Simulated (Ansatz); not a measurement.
**Zn in Ansatz: the effect of functional**

The system is Zn.

```
Zn
1.0
     2.65208    0.00000    0.00000
    -1.32604    2.29677    0.00000
     0.00000    0.00000    4.93267
Zn
2
Direct
  0.66667 0.33333 0.75000
  0.33333 0.66667 0.25000
```

The cell isn't the ideal one: volume scaled by 0.98.

Alike in all runs:

| Property | Result |
| --- | --- |
| Program | Ansatz 0.2.0 |
| Task | single point |
| Potentials or basis | Ansatz PAW |
| k mesh | 11 × 11 × 6 |
| Occupations | fermi-dirac, width 0.05 eV |
| Spin | no spin polarisation |

| functional | cutoff | pressure (GPa) |
| --- | --- | --- |
| LDA | 420 eV (not typed: the program's choice for these potentials) | ? |
| r2SCAN | 500 eV (not typed: the program's choice for these potentials) | -3.3 |
| PBE | 420 eV (not typed: the program's choice for these potentials) | 0.8 |

Q: What does the run with functional LDA give?

A: Pressure -7.9 GPa.

Caveats: the PAW data sets come from PBE, with cores solved anew for the run's functional, which leaves a small shift of forces and pressure (some runs).
